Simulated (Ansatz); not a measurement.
The system is PbSe (Clausthalite).

```
CELL_PARAMETERS angstrom
0.00000 3.06065 3.06065
3.06065 0.00000 3.06065
3.06065 3.06065 0.00000
ATOMIC_POSITIONS crystal
Pb 0.00000 0.00000 0.00000
Se 0.50000 0.50000 0.50000
```

| Property | Result |
| --- | --- |
| Program | Ansatz 0.2.0 |
| Task | relaxation of cell and atoms |
| Functional | PBE0 |
| Potentials or basis | Ansatz PAW |
| Cutoff | 420 eV (not typed: the program's choice for these potentials) |
| k mesh | 4 × 4 × 4 |
| Occupations | fermi-dirac, width 0.05 eV |
| Spin | no spin polarisation |

At the start: volume 28.67 Å³/atom.

**Question.** How do energy, volume and symmetry change on relaxing?

**Answer.** It ends after 4 steps and the volume is 29.43 Å³/atom (+2.7 %); space group Fm-3m (No. 225, to 0.05 Å).

The path:
| step | energy change (eV) | largest force (eV/Å) | volume (Å³) |
| --- | --- | --- | --- |
| 1 | 0.0000 | 0.0000 | 57.34 |
| 2 | -0.0044 | 0.0000 | 59.63 |
| 3 | -0.0061 | 0.0000 | 58.86 |
| 4 | -0.0063 | 0.0000 | 58.86 |

Final structure:
```xyz
2
Lattice="0.0000 3.0875 3.0875 3.0875 0.0000 3.0875 3.0875 3.0875 0.0000" Properties=species:S:1:pos:R:3 pbc="T T T"
Pb    0.0000    0.0000    0.0000
Se    3.0875    3.0875    3.0875
```

Caveat: the k mesh is coarse (spacing up to 0.44 Å⁻¹), so the values aren't converged, least of all with exact exchange; the plane-wave basis is chosen anew once the cell has moved, so the energies of steps on either side of that aren't comparable; the PAW data sets come from PBE, with cores solved anew for the run's functional, which leaves a small shift of forces and pressure.
